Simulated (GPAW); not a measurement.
# Cu (Fm-3m) in GPAW: single point with LDA

Aim: the single point of Cu with LDA.

All numbers are computed with GPAW 26.7.0; they aren't measurements. Logs are shortened: lines on timing, memory, paths and dates and some standing lists are left out, and cuts for length are marked. The log counts tension as positive stress, the text compression.

### 1 The crystal as given

Symmetry: Fm-3m, No. 225, cubic system. The conventional cell has a = 3.615 Å, b = 3.615 Å, c = 3.615 Å, α = 90.00°, β = 90.00°, γ = 90.00°. Around Cu (site symmetry m-3m) lie 12 Cu at 2.56 Å.

### 2 Single point, LDA

Input file run.py:

```python
from ase import Atoms
from ase.dft.bandgap import bandgap
from ase.io import write
from ase.units import GPa
from gpaw import GPAW, PW

atoms = Atoms(['Cu'],
              cell=[[0.0, 1.8075, 1.8075],
                    [1.8075, 0.0, 1.8075],
                    [1.8075, 1.8075, 0.0]],
              scaled_positions=[[0.0, 0.0, 0.0]],
              pbc=True)

calc = GPAW(mode=PW(450),
            xc='LDA',
            kpts={'size': (10, 10, 10), 'gamma': True},
            occupations={'name': 'fermi-dirac', 'width': 0.01},
            nbands=14,
            convergence={'density': 1e-05, 'energy': 1e-05},
            maxiter=150,
            txt='gpaw.txt')
atoms.calc = calc
energy = atoms.get_potential_energy()
forces = atoms.get_forces()
stress = atoms.get_stress()
calc.write('gs.gpw')
write('result.traj', atoms)
print(f'Energy: {energy:.6f} eV')
print('Forces (eV/A):')
print(forces.round(4))
print('Stress (GPa):', (stress / GPa).round(3))
print('Fermi level:', round(calc.get_fermi_level(), 4), 'eV')
print(f'Gap: {bandgap(calc)[0]:.4f} eV, direct: {bandgap(calc, direct=True)[0]:.4f} eV')
```

Potentials or basis: the program's PAW data sets (release 1.2.1) made for this functional, pw.

Started as:

```bash
$ OMP_NUM_THREADS=1 python run.py
```

gpaw.txt:

```text
__  _  _
 | _ |_)|_||  |
 |__||  | ||/\| - 26.7.0

Input parameters:
  mode=PW(ecut=450.00000000000006),
  convergence={'density': 1e-05, 'energy': 1e-05},
  kpts=MonkhorstPack(size=(10, 10, 10), gamma=True),
  maxiter=150,
  nbands=14,
  occupations=Occupations(name='fermi-dirac', width=0.01),
  xc=XC(name='LDA')

Diagonalizing LCAO Hamiltonian
Converting LCAO to pw mode

       Cu

Atoms  # Å, Bohr magnetons
|   | symbol |        x |        y |        z |    initial magnetic moments |
|---|--------|----------|----------|----------|-----------------------------|
| 0 |     Cu | 0.000000 | 0.000000 | 0.000000 | ( 0.0000,  0.0000,  0.0000) |

Unit cell  # Å
| periodic |        x |        y |        z |  lengths |    angles |
|----------|----------|----------|----------|----------|-----------|
|      yes | 0.000000 | 1.807500 | 1.807500 | 2.556191 | 60.000000 |
|      yes | 1.807500 | 0.000000 | 1.807500 | 2.556191 | 60.000000 |
|      yes | 1.807500 | 1.807500 | 0.000000 | 2.556191 | 60.000000 |

Number of symmetries: 48
Symmetry operations  # r_c * U_cc + t_c -> r_c
|    | kind |            matrix            |
|----|------|------------------------------|
|  0 |  σ   |  1, 0, 0,  1, 0,-1,  1,-1, 0 |
|  1 |  C2  |  1, 0, 0,  1,-1, 0,  1, 0,-1 |
|  2 |  E   |  1, 0, 0,  0, 1, 0,  0, 0, 1 |
|  3 |  σ   |  1, 0, 0,  0, 0, 1,  0, 1, 0 |
|  4 |  C4  |  1, 0,-1,  1, 0, 0,  1,-1, 0 |
|  5 |  S6  |  1, 0,-1,  1,-1, 0,  1, 0, 0 |
|  6 |  σ   |  1, 0,-1,  0, 1,-1,  0, 0,-1 |
|  7 |  C3  |  1, 0,-1,  0, 0,-1,  0, 1,-1 |
|  8 |  S6  |  1,-1, 0,  1, 0, 0,  1, 0,-1 |
|  9 |  C4  |  1,-1, 0,  1, 0,-1,  1, 0, 0 |
| 10 |  C3  |  1,-1, 0,  0,-1, 1,  0,-1, 0 |
| 11 |  σ   |  1,-1, 0,  0,-1, 0,  0,-1, 1 |
| 12 |  σ   |  0, 1, 0,  1, 0, 0,  0, 0, 1 |
| 13 |  C4  |  0, 1, 0,  0, 1,-1, -1, 1, 0 |
| 14 |  C3  |  0, 1, 0,  0, 0, 1,  1, 0, 0 |
| 15 |  S6  |  0, 1, 0, -1, 1, 0,  0, 1,-1 |
| 16 |  C2  |  0, 1,-1,  1, 0,-1,  0, 0,-1 |
| 17 |  σ   |  0, 1,-1,  0, 1, 0, -1, 1, 0 |
| 18 |  S4  |  0, 1,-1,  0, 0,-1,  1, 0,-1 |
| 19 |  C4  |  0, 1,-1, -1, 1, 0,  0, 1, 0 |
| 20 |  C3  |  0, 0, 1,  1, 0, 0,  0, 1, 0 |
| 21 |  σ   |  0, 0, 1,  0, 1, 0,  1, 0, 0 |
| 22 |  S6  |  0, 0, 1,  0,-1, 1, -1, 0, 1 |
| 23 |  C4  |  0, 0, 1, -1, 0, 1,  0,-1, 1 |
| 24 |  S4  |  0, 0,-1,  1, 0,-1,  0, 1,-1 |
| 25 |  C3  |  0, 0,-1,  0, 1,-1,  1, 0,-1 |
| 26 |  C2  |  0, 0,-1,  0,-1, 0, -1, 0, 0 |
| 27 |  S6  |  0, 0,-1, -1, 0, 0,  0,-1, 0 |
| 28 |  S4  |  0,-1, 1,  1,-1, 0,  0,-1, 0 |
| 29 |  C4  |  0,-1, 1,  0, 0, 1, -1, 0, 1 |
| 30 |  C2  |  0,-1, 1,  0,-1, 0,  1,-1, 0 |
| 31 |  σ   |  0,-1, 1, -1, 0, 1,  0, 0, 1 |
| 32 |  C3  |  0,-1, 0,  1,-1, 0,  0,-1, 1 |
| 33 |  S6  |  0,-1, 0,  0, 0,-1, -1, 0, 0 |
| 34 |  S4  |  0,-1, 0,  0,-1, 1,  1,-1, 0 |
| 35 |  C2  |  0,-1, 0, -1, 0, 0,  0, 0,-1 |
| 36 |  C2  | -1, 1, 0,  0, 1, 0,  0, 1,-1 |
| 37 |  S6  | -1, 1, 0,  0, 1,-1,  0, 1, 0 |
| 38 |  S4  | -1, 1, 0, -1, 0, 1, -1, 0, 0 |
| 39 |  C3  | -1, 1, 0, -1, 0, 0, -1, 0, 1 |
| 40 |  S6  | -1, 0, 1,  0, 0, 1,  0,-1, 1 |
| 41 |  C2  | -1, 0, 1,  0,-1, 1,  0, 0, 1 |
| 42 |  C3  | -1, 0, 1, -1, 1, 0, -1, 0, 0 |
| 43 |  S4  | -1, 0, 1, -1, 0, 0, -1, 1, 0 |
| 44 |  C2  | -1, 0, 0,  0, 0,-1,  0,-1, 0 |
| 45 |  i   | -1, 0, 0,  0,-1, 0,  0, 0,-1 |
| 46 |  σ   | -1, 0, 0, -1, 1, 0, -1, 0, 1 |
| 47 |  C2  | -1, 0, 0, -1, 0, 1, -1, 1, 0 |

BZ-sampling:
  Number of BZ points: 1000
  Number of IBZ points: 47

  Monkhorst-Pack size: [10, 10, 10]
  Monkhorst-Pack shift: [0.05, 0.05, 0.05]

K-points  # in reciprocal-cell coordinates
|     |                                coordinates |     weight |
|-----|--------------------------------------------|------------|
|   0 | (  0.00000000,   0.00000000,   0.00000000) | 0.00100000 |
|   1 | (  0.10000000,   0.10000000,   0.00000000) | 0.00600000 |
|   2 | (  0.10000000,   0.10000000,   0.10000000) | 0.00800000 |
|   3 | (  0.20000000,   0.10000000,   0.10000000) | 0.01200000 |
|   4 | (  0.20000000,   0.20000000,   0.00000000) | 0.00600000 |
|   5 | (  0.20000000,   0.20000000,   0.10000000) | 0.02400000 |
|   6 | (  0.20000000,   0.20000000,   0.20000000) | 0.00800000 |
|   7 | (  0.30000000,   0.20000000,   0.10000000) | 0.02400000 |
|   8 | (  0.30000000,   0.20000000,   0.20000000) | 0.02400000 |
|   9 | (  0.30000000,   0.30000000,   0.00000000) | 0.00600000 |
| ... |                                            |            |
|  46 | (  0.50000000,   0.50000000,   0.50000000) | 0.00400000 |

Plane wave coefficients: 271
Cutoff: 450.00000000000006 eV

Spin-components: 1 (collinear spins)
Bands:           14
Projectors:      6
Spin-degeneracy: 2
Datatype:        complex128

Density:
  Valence electrons: 11.0
  Components: 1
  Grid points: [14 14 14]
  Charge: 0.0  # |e|

Potential:
  Grid points: [14 14 14]

species:
  Cu:
    name:    Copper
    Z:       29.0
    valence: 11
    core:    18
    charge:  0.0  # [|e|]
    compensation charges:
      type: gauss
      rc: 0.33  # [Å]
      lmax: 2
    cutoffs:
      filter: 2.06  # [Å]
      core: 2.43  # [Å]
    projectors
    | kind |    occ | energy [eV] | rcut [Å] |
    |------|--------|-------------|----------|
    |   4s |  1.000 |      -4.857 |    1.164 |
    |   4p |  0.000 |      -0.783 |    1.164 |
    |   3d | 10.000 |      -5.324 |    1.058 |
    |    s |        |      22.354 |    1.164 |
    |    p |        |      26.429 |    1.164 |
    |    d |        |      21.887 |    1.058 |

    Using partial waves for Cu as LCAO basis

Reference energy: -44951.097047  # eV

eigensolver:
  PPCG
  Converge bands: occupied
  niter=2

density mixing:
  MSR1-Mixer
  Pratt-step length: 0.05
  Maximum mixing coefficient: 0.75
  Old densities: 10
  SVD Regularization: 0.005
  Good broyden scale: 1.0
  Trust region scale: 1.0
  Backstep threshold: 4.0
  History deletion threshold: 6.0
  Fourier metric: weight=20.0, sigma=0.015

occupation numbers:
  Fermi-Dirac:
    width: 0.0100  # eV

poisson solver:
  ecut: 3600.0000000000005  # eV

xc functional:
  name: None

convergence criteria:
[... 6 lines left out ...]
|iter     | |      energy | eigst |  dens |
|---------|-|-------------|-------|-------|
|iter:   1| |   -5.633651 | -0.40 |       |
|iter:   2| |   -5.222554 | -2.78 | -0.87 |
|iter:   3| |   -4.604168 | -1.75 | -0.98 |
|iter:   4| |   -4.590446 | -4.20 | -1.78 |
|iter:   5| |   -4.580581 | -3.92 | -1.96 |
|iter:   6| |   -4.580589 | -6.40 | -3.59 |
|iter:   7| |   -4.580592c| -6.58 | -3.81 |
|iter:   8| |   -4.580592c| -9.07c| -4.38 |
|iter:   9| |   -4.580592c| -8.78c| -4.76 |
|iter:  10| |   -4.580592c| -8.85c| -5.54c|

Converged in 10 steps
Energy contributions relative to reference atoms: (reference = -44951.097047)

Energy contributions:
  Kinetic:         -13.039403
  Coulomb:          10.227037
  Zero:              0.077129
  External:          0.000000
  Xc:               -1.845209
  Entropy:          -0.000292
  Spinorbit:         0.000000
  ----------------------------
  Free energy:      -4.580738
  Extrapolated:     -4.580592

dipole moment: (-7.922971, -7.922971, -7.922971)  # |e|*Ang

Fermi level: 7.486
Eigenvalues  # (at kpt = [0.000, 0.000, 0.000])
| band index |      eig [eV] | occ [0-2] |
|------------|---------------|-----------|
|          0 |        -1.777 |     2.000 |
|          1 |         4.558 |     2.000 |
|          2 |         4.558 |     2.000 |
|          3 |         4.558 |     2.000 |
|          4 |         5.398 |     2.000 |
|          5 |         5.398 |     2.000 |
|          6 |        30.966 |     0.000 |
|          7 |        33.016 |     0.000 |
|          8 |        33.016 |     0.000 |
|          9 |        33.016 |     0.000 |
|         10 |        35.242 |     0.000 |
|         11 |        35.242 |     0.000 |
|         12 |        35.242 |     0.000 |
|         13 |        39.371 |     0.000 |

No gap
No difference between direct/indirect transitions

Forces  # eV/Ang
|        x |        y |       z |
|----------|----------|---------|
| -0.00000 | -0.00000 | 0.00000 |  # Cu   0

Stress tensor  # eV/Ang^3
|         x |         y |         z |
|-----------|-----------|-----------|
|  0.097882 | -0.000000 | -0.000000 |
| -0.000000 |  0.097882 | -0.000000 |
| -0.000000 | -0.000000 |  0.097882 |

# Writing to gs.gpw (mode='')
```

It took 6.5 s on 1 thread of Arm Neoverse V1, shared host; peak memory 0.12 GiB.

Results:

```
Free energy            : -4.5807 eV
Pressure               : -15.7 GPa
Band gap on the k mesh : none (metal or under the smearing width)
```

Caveat: with this Cu data set, volumes or pressures lay over 1.5 % or 2 GPa off other programs in two to four cells of ten; the cutoff is short for stress and forces, so pressures can be off by a GPa or more; so large a pressure means that the cell lies far from this level's equilibrium, or that cutoff or potentials fall short.
